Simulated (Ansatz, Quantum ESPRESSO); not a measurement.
# 1T-PtSe2, 1 layer, rectangular cell: the gap along the path at a withheld member of a series

How the rows were computed: Quantum ESPRESSO 7.5, PBE, GBRV ultrasoft. Cell and atoms are first relaxed; each strained cell is then held, the other axis too, and the atoms relax in it. A periodic run with 15 Å of vacuum in the starting cell gives the vacuum levels, and bands follow along a path. The series steps strain along the second axis.

```tsv
strain along the second axis	gap along the path (eV)
-4 %	1.165
-3 %	1.224
-2 %	1.277
-1 %	1.329
0 %	1.375
2 %	1.264
3 %	1.202
4 %	1.141
```

One more run was made and is withheld. What is the gap along the path at 1 %?

**Fit.** The rows at 0 % and 2 % give a slope of (1.264 − (1.375))/(2 − (0)) = −0.0555, so a straight line gives 1.320 eV. A parabola through these and the row at -1 % gives 1.353 eV.

**The withheld run.** 1.322 eV. The line misses by −0.002 and the parabola by +0.031 eV. The line does better here.

Caveats: Semilocal gaps are too small; the 1×1 cell can't ripple over many cells under compression as a free sheet would. No spin-orbit coupling.

[Logs are printed without paths, hosts, clocks, repeated set-up lines and the standing remarks that a program may print on its own settings, such as how far it seeks lower states.]
